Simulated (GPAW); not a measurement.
# Au (Fm-3m) in GPAW: a series of runs

The runs below take Au through band structure, density of states, with PBEsol+D3(BJ)+ATM, vdW-DF-cx, RPBE+U.

Program: GPAW 26.7.0. These are calculated values, not measurements. Logs are shortened: lines on timing, memory, paths and dates and some standing lists are left out, and cuts for length are marked. The log counts tension as positive stress, the text compression.

### Step 1. Starting point

It takes space group Fm-3m (No. 225, cubic). Conventional cell: a = 4.070 Å, b = 4.070 Å, c = 4.070 Å, α = 90.00°, β = 90.00°, γ = 90.00°. Au (site symmetry m-3m) has 12 Au at 2.88 Å as nearest neighbours.

### Step 2. Band structure, PBEsol+D3(BJ)+ATM

run.py reads:

```python
import spglib
from ase import Atoms
from ase.calculators.mixing import SumCalculator
from ase.dft.bandgap import bandgap
from ase.io import read, write
from ase.units import Bohr
from dftd3.ase import DFTD3
from gpaw import GPAW, setup_paths

setup_paths.insert(0, '.')

atoms = read('Au.cif')
cell, positions, numbers = spglib.find_primitive(
    (atoms.cell[:], atoms.get_scaled_positions(), atoms.numbers), symprec=1e-4)
atoms = Atoms(numbers, cell=cell, scaled_positions=positions, pbc=True)

calc = GPAW(mode='lcao',
            h=0.16,
            basis='dzp',
            xc='PBEsol',
            kpts={'size': (11, 11, 11), 'gamma': True},
            occupations={'name': 'fermi-dirac', 'width': 0.05},
            convergence={'density': 1e-05, 'energy': 1e-05},
            maxiter=150,
            txt='gpaw.txt')
atoms.calc = SumCalculator([calc, DFTD3(damping='d3bj', params_tweaks=dict(method='pbesol', atm=True))])
energy = atoms.get_potential_energy()
forces = atoms.get_forces()
calc.write('gs.gpw')
write('result.traj', atoms)
print(f'Energy: {energy:.6f} eV')
print('Forces (eV/A):')
print(forces.round(4))
print('Fermi level:', round(calc.get_fermi_level(), 4), 'eV')
print(f'Gap: {bandgap(calc)[0]:.4f} eV, direct: {bandgap(calc, direct=True)[0]:.4f} eV')

# fields on the real-space grid
write('density.cube', atoms, data=calc.get_pseudo_density() * Bohr**3)
write('potential.cube', atoms, data=calc.get_electrostatic_potential())

path = atoms.cell.bandpath('GXWKGLUWLK,UX', npoints=100, eps=1e-4)
bs_calc = calc.fixed_density(kpts=path, symmetry='off', txt='bands.txt')
bs = bs_calc.band_structure()
bs.write('bs.json')
print(f'Gap on the path: {bandgap(bs_calc)[0]:.4f} eV')
```

Au.cif reads:

```cif
data_Au
_cell_length_a 4.07000000
_cell_length_b 4.07000000
_cell_length_c 4.07000000
_cell_angle_alpha 90.00000000
_cell_angle_beta 90.00000000
_cell_angle_gamma 90.00000000
_space_group_name_H-M_alt 'Fm-3m'
_space_group_name_Hall '-F 4 2 3'
_space_group_IT_number 225
loop_
_space_group_symop_operation_xyz
'x,y,z'
'-x,-y,-z'
'-y,x,z'
'y,-x,-z'
'-x,-y,z'
'x,y,-z'
'y,-x,z'
'-y,x,-z'
'x,-y,-z'
'-x,y,z'
'-y,-x,-z'
'y,x,z'
'-x,y,-z'
'x,-y,z'
'y,x,-z'
'-y,-x,z'
'z,x,y'
'-z,-x,-y'
'z,-y,x'
'-z,y,-x'
'z,-x,-y'
'-z,x,y'
'z,y,-x'
'-z,-y,x'
'-z,x,-y'
'z,-x,y'
'-z,-y,-x'
'z,y,x'
'-z,-x,y'
'z,x,-y'
'-z,y,x'
'z,-y,-x'
'y,z,x'
'-y,-z,-x'
'x,z,-y'
'-x,-z,y'
'-y,z,-x'
'y,-z,x'
'-x,z,y'
'x,-z,-y'
'-y,-z,x'
'y,z,-x'
'-x,-z,-y'
'x,z,y'
'y,-z,-x'
'-y,z,x'
'x,-z,y'
'-x,z,-y'
'x,y+1/2,z+1/2'
'-x,-y+1/2,-z+1/2'
'-y,x+1/2,z+1/2'
[... 62 lines left out ...]
'-z+1/2,-x,-y+1/2'
'z+1/2,-y,x+1/2'
'-z+1/2,y,-x+1/2'
'z+1/2,-x,-y+1/2'
'-z+1/2,x,y+1/2'
'z+1/2,y,-x+1/2'
'-z+1/2,-y,x+1/2'
'-z+1/2,x,-y+1/2'
'z+1/2,-x,y+1/2'
'-z+1/2,-y,-x+1/2'
'z+1/2,y,x+1/2'
'-z+1/2,-x,y+1/2'
'z+1/2,x,-y+1/2'
'-z+1/2,y,x+1/2'
'z+1/2,-y,-x+1/2'
'y+1/2,z,x+1/2'
'-y+1/2,-z,-x+1/2'
'x+1/2,z,-y+1/2'
'-x+1/2,-z,y+1/2'
'-y+1/2,z,-x+1/2'
'y+1/2,-z,x+1/2'
'-x+1/2,z,y+1/2'
'x+1/2,-z,-y+1/2'
'-y+1/2,-z,x+1/2'
'y+1/2,z,-x+1/2'
'-x+1/2,-z,-y+1/2'
'x+1/2,z,y+1/2'
'y+1/2,-z,-x+1/2'
'-y+1/2,z,x+1/2'
'x+1/2,-z,y+1/2'
'-x+1/2,z,-y+1/2'
'x+1/2,y+1/2,z'
'-x+1/2,-y+1/2,-z'
'-y+1/2,x+1/2,z'
'y+1/2,-x+1/2,-z'
'-x+1/2,-y+1/2,z'
'x+1/2,y+1/2,-z'
'y+1/2,-x+1/2,z'
'-y+1/2,x+1/2,-z'
'x+1/2,-y+1/2,-z'
'-x+1/2,y+1/2,z'
'-y+1/2,-x+1/2,-z'
'y+1/2,x+1/2,z'
'-x+1/2,y+1/2,-z'
'x+1/2,-y+1/2,z'
'y+1/2,x+1/2,-z'
'-y+1/2,-x+1/2,z'
'z+1/2,x+1/2,y'
'-z+1/2,-x+1/2,-y'
'z+1/2,-y+1/2,x'
'-z+1/2,y+1/2,-x'
'z+1/2,-x+1/2,-y'
'-z+1/2,x+1/2,y'
'z+1/2,y+1/2,-x'
'-z+1/2,-y+1/2,x'
'-z+1/2,x+1/2,-y'
'z+1/2,-x+1/2,y'
'-z+1/2,-y+1/2,-x'
'z+1/2,y+1/2,x'
'-z+1/2,-x+1/2,y'
'z+1/2,x+1/2,-y'
'-z+1/2,y+1/2,x'
'z+1/2,-y+1/2,-x'
'y+1/2,z+1/2,x'
'-y+1/2,-z+1/2,-x'
'x+1/2,z+1/2,-y'
'-x+1/2,-z+1/2,y'
'-y+1/2,z+1/2,-x'
'y+1/2,-z+1/2,x'
'-x+1/2,z+1/2,y'
'x+1/2,-z+1/2,-y'
'-y+1/2,-z+1/2,x'
'y+1/2,z+1/2,-x'
'-x+1/2,-z+1/2,-y'
'x+1/2,z+1/2,y'
'y+1/2,-z+1/2,-x'
'-y+1/2,z+1/2,x'
'x+1/2,-z+1/2,y'
'-x+1/2,z+1/2,-y'
loop_
_atom_site_label
_atom_site_type_symbol
_atom_site_symmetry_multiplicity
_atom_site_Wyckoff_symbol
_atom_site_fract_x
_atom_site_fract_y
_atom_site_fract_z
_atom_site_occupancy
Au1 Au 4 a 0.0000000000 0.0000000000 0.0000000000 1
```

Potentials or basis: PAW data sets generated in the run's folder for this functional, lcao:dzp.

On the command line:

```
> gpaw-setup -f PBEsol Au
> OMP_NUM_THREADS=1 python run.py
```

gpaw.txt:

```text
__  _  _
 | _ |_)|_||  |
 |__||  | ||/\| - 26.7.0

Input parameters:
  mode=LCAO(),
  basis={'default': 'dzp'},
  convergence={'density': 1e-05, 'energy': 1e-05},
  h=0.16,
  kpts=MonkhorstPack(size=(11, 11, 11), gamma=True),
  maxiter=150,
  occupations=Occupations(name='fermi-dirac', width=0.05),
  xc=XC(name='PBEsol')

       Au

Atoms  # Å, Bohr magnetons
|   | symbol |        x |        y |        z |    initial magnetic moments |
|---|--------|----------|----------|----------|-----------------------------|
| 0 |     Au | 0.000000 | 0.000000 | 0.000000 | ( 0.0000,  0.0000,  0.0000) |

Unit cell  # Å
| periodic |        x |        y |        z |  lengths |    angles |
|----------|----------|----------|----------|----------|-----------|
|      yes | 0.000000 | 2.035000 | 2.035000 | 2.877925 | 60.000000 |
|      yes | 2.035000 | 0.000000 | 2.035000 | 2.877925 | 60.000000 |
|      yes | 2.035000 | 2.035000 | 0.000000 | 2.877925 | 60.000000 |

Number of symmetries: 48
Symmetry operations  # r_c * U_cc + t_c -> r_c
|    | kind |            matrix            |
|----|------|------------------------------|
|  0 |  σ   |  1, 0, 0,  1, 0,-1,  1,-1, 0 |
|  1 |  C2  |  1, 0, 0,  1,-1, 0,  1, 0,-1 |
|  2 |  E   |  1, 0, 0,  0, 1, 0,  0, 0, 1 |
|  3 |  σ   |  1, 0, 0,  0, 0, 1,  0, 1, 0 |
|  4 |  C4  |  1, 0,-1,  1, 0, 0,  1,-1, 0 |
|  5 |  S6  |  1, 0,-1,  1,-1, 0,  1, 0, 0 |
|  6 |  σ   |  1, 0,-1,  0, 1,-1,  0, 0,-1 |
|  7 |  C3  |  1, 0,-1,  0, 0,-1,  0, 1,-1 |
|  8 |  S6  |  1,-1, 0,  1, 0, 0,  1, 0,-1 |
|  9 |  C4  |  1,-1, 0,  1, 0,-1,  1, 0, 0 |
| 10 |  C3  |  1,-1, 0,  0,-1, 1,  0,-1, 0 |
| 11 |  σ   |  1,-1, 0,  0,-1, 0,  0,-1, 1 |
| 12 |  σ   |  0, 1, 0,  1, 0, 0,  0, 0, 1 |
| 13 |  C4  |  0, 1, 0,  0, 1,-1, -1, 1, 0 |
| 14 |  C3  |  0, 1, 0,  0, 0, 1,  1, 0, 0 |
| 15 |  S6  |  0, 1, 0, -1, 1, 0,  0, 1,-1 |
| 16 |  C2  |  0, 1,-1,  1, 0,-1,  0, 0,-1 |
[... 17 lines left out ...]
| 34 |  S4  |  0,-1, 0,  0,-1, 1,  1,-1, 0 |
| 35 |  C2  |  0,-1, 0, -1, 0, 0,  0, 0,-1 |
| 36 |  C2  | -1, 1, 0,  0, 1, 0,  0, 1,-1 |
| 37 |  S6  | -1, 1, 0,  0, 1,-1,  0, 1, 0 |
| 38 |  S4  | -1, 1, 0, -1, 0, 1, -1, 0, 0 |
| 39 |  C3  | -1, 1, 0, -1, 0, 0, -1, 0, 1 |
| 40 |  S6  | -1, 0, 1,  0, 0, 1,  0,-1, 1 |
| 41 |  C2  | -1, 0, 1,  0,-1, 1,  0, 0, 1 |
| 42 |  C3  | -1, 0, 1, -1, 1, 0, -1, 0, 0 |
| 43 |  S4  | -1, 0, 1, -1, 0, 0, -1, 1, 0 |
| 44 |  C2  | -1, 0, 0,  0, 0,-1,  0,-1, 0 |
| 45 |  i   | -1, 0, 0,  0,-1, 0,  0, 0,-1 |
| 46 |  σ   | -1, 0, 0, -1, 1, 0, -1, 0, 1 |
| 47 |  C2  | -1, 0, 0, -1, 0, 1, -1, 1, 0 |

BZ-sampling:
  Number of BZ points: 1331
  Number of IBZ points: 56

  Monkhorst-Pack size: [11, 11, 11]
  Monkhorst-Pack shift: [0, 0, 0]

K-points  # in reciprocal-cell coordinates
|     |                                coordinates |     weight |
|-----|--------------------------------------------|------------|
|   0 | (  0.00000000,   0.00000000,   0.00000000) | 0.00075131 |
|   1 | (  0.09090909,   0.09090909,   0.00000000) | 0.00450789 |
|   2 | (  0.09090909,   0.09090909,   0.09090909) | 0.00601052 |
|   3 | (  0.18181818,   0.09090909,   0.09090909) | 0.00901578 |
|   4 | (  0.18181818,   0.18181818,   0.00000000) | 0.00450789 |
|   5 | (  0.18181818,   0.18181818,   0.09090909) | 0.01803156 |
|   6 | (  0.18181818,   0.18181818,   0.18181818) | 0.00601052 |
|   7 | (  0.27272727,   0.18181818,   0.09090909) | 0.01803156 |
|   8 | (  0.27272727,   0.18181818,   0.18181818) | 0.01803156 |
|   9 | (  0.27272727,   0.27272727,   0.00000000) | 0.00450789 |
| ... |                                            |            |
|  55 | (  0.45454545,   0.45454545,   0.45454545) | 0.00601052 |

basis functions: 15
Spin-components: 1 (collinear spins)
[... 179 lines left out ...]
  Grid points: [16 16 16]
  Charge: 0.0  # |e|

Potential:
  Grid points: [16 16 16]

species:
  Au:
    name:    Gold
    Z:       79.0
    valence: 11
    core:    68
    charge:  0.0  # [|e|]
    compensation charges:
      type: gauss
      rc: 0.42  # [Å]
      lmax: 2
    cutoffs:
      filter: 2.33  # [Å]
      core: 2.81  # [Å]
    projectors
    | kind |    occ | energy [eV] | rcut [Å] |
    |------|--------|-------------|----------|
    |   6s |  1.000 |      -5.766 |    1.323 |
    |   6p |  0.000 |      -0.708 |    1.323 |
    |   5d | 10.000 |      -6.915 |    1.323 |
    |    s |        |      21.446 |    1.323 |
    |    p |        |      26.504 |    1.323 |
    |    d |        |      20.296 |    1.323 |

    LCAO basis set for Au:
      Name: dzp
      File: ./Au.dzp.basis.gz
      Number of radial functions: 5
      Number of spherical harmonics: 15
        l=0, rc=8.5938 Bohr: 6s-sz confined orbital
        l=2, rc=5.9219 Bohr: 5d-sz confined orbital
        l=0, rc=4.9844 Bohr: 6s-dz split-valence wave
        l=2, rc=3.5156 Bohr: 5d-dz split-valence wave
        l=1, rc=8.5938 Bohr: p-type Gaussian polarization
      Number of RI-basis functions 0

Reference energy: -516455.655722  # eV

eigensolver:
  <gpaw.new.lcao.eigensolver.LCAOEigensolver object>
density mixing:
  MSR1-Mixer
  Pratt-step length: 0.05
  Maximum mixing coefficient: 0.75
  Old densities: 10
  SVD Regularization: 0.005
  Good broyden scale: 1.0
  Trust region scale: 1.0
  Backstep threshold: 4.0
  History deletion threshold: 6.0
  Fourier metric: weight=20.0, sigma=0.015

occupation numbers:
  Fermi-Dirac:
    width: 0.0500  # eV

FastPoissonSolver using
    Stencil: 12*3+1=37 point O(h^6) finite-difference Laplacian
    FFT axes: [np.int64(0), np.int64(1), np.int64(2)]
    FST axes: []

xc functional:
  name: PBEsol with 2 nearest neighbor stencil
interpolation: tri-quintic # 5. degree polynomial

convergence criteria:
- Maximum integral of absolute [dens]ity change: 1e-05 electrons / valence electron
- Maximum [total energy] change in last 3 cyles: 1e-05 eV / valence electron
- Maximum integral of absolute [eigenst]ate change: 4e-08 eV^2 / valence electron
maximum number of iterations: 150

SCF iterations
|iter     | |      energy | eigst |  dens |
|---------|-|-------------|-------|-------|
|iter:   1| |   -3.945528 |      c|       |
|iter:   2| |   -3.862340 |      c| -1.04 |
|iter:   3| |   -3.491107 |      c| -1.08 |
|iter:   4| |   -3.486990 |      c| -2.07 |
|iter:   5| |   -3.485920 |      c| -2.48 |
|iter:   6| |   -3.485918 |      c| -3.98 |
|iter:   7| |   -3.485917c|      c| -4.50 |
|iter:   8| |   -3.485917c|      c| -5.41c|

Converged in 8 steps
Energy contributions relative to reference atoms: (reference = -516455.655722)

Energy contributions:
  Kinetic:          -9.216269
  Coulomb:           8.384018
  Zero:              0.114468
  External:          0.000000
  Xc:               -2.767977
  Entropy:          -0.000315
  Spinorbit:         0.000000
  ----------------------------
  Free energy:      -3.486074
  Extrapolated:     -3.485917

dipole moment: (-14.023350, -14.023350, -14.023350)  # |e|*Ang

Fermi level: 10.352
Eigenvalues  # (at kpt = [0.000, 0.000, 0.000])
| band index |      eig [eV] | occ [0-2] |
|------------|---------------|-----------|
|          0 |        -0.030 |     2.000 |
|          1 |         5.298 |     2.000 |
|          2 |         5.298 |     2.000 |
|          3 |         5.298 |     2.000 |
|          4 |         6.856 |     2.000 |
|          5 |         6.856 |     2.000 |
|          6 |        38.252 |     0.000 |
|          7 |        38.471 |     0.000 |
|          8 |        38.471 |     0.000 |

No gap
No difference between direct/indirect transitions

Forces  # eV/Ang
|       x |        y |        z |
|---------|----------|----------|
| 0.00000 | -0.00000 | -0.00000 |  # Au   0

# Writing to gs.gpw (mode='')
```

Wall time 56 s (1 thread of Arm Neoverse V2, shared host); peak memory 0.17 GiB.

What came out:

| Quantity | Value |
| --- | --- |
| Free energy | -4.0379 eV |
| Band gap along the path | none (metal or under the smearing width) |
| Dispersion energy per atom | -0.552 eV |

Levels at the corners of the path, in eV from the Fermi level:
```tsv
point	band 1	band 2	band 3	band 4	band 5	band 6	band 7
Γ	-10.38	-5.05	-5.05	-5.05	-3.50	-3.50	27.90
X	-7.49	-7.16	-2.31	-1.93	-1.93	5.60	5.60
W	-6.35	-5.47	-5.47	-3.64	-1.93	4.70	8.50
K	-6.86	-6.18	-4.12	-3.19	-2.39	4.25	5.40
Γ	-10.38	-5.05	-5.05	-5.05	-3.50	-3.50	27.90
L	-7.75	-5.09	-5.09	-2.26	-2.26	2.84	4.15
U	-6.86	-6.18	-4.12	-3.19	-2.39	4.25	5.40
W	-6.35	-5.47	-5.47	-3.64	-1.93	4.70	8.50
L	-7.75	-5.09	-5.09	-2.26	-2.26	2.84	4.15
K	-6.86	-6.18	-4.12	-3.19	-2.39	4.25	5.40
U	-6.86	-6.18	-4.12	-3.19	-2.39	4.25	5.40
X	-7.49	-7.16	-2.31	-1.93	-1.93	5.60	5.60
```

Caveat: the real-space grid adds noise to forces; spin-orbit coupling is left out, which moves the levels of the heavy elements; the basis of atomic orbitals isn't converged, which shifts pressures, moduli and gaps.

(Part 1 of 2 ends here.)
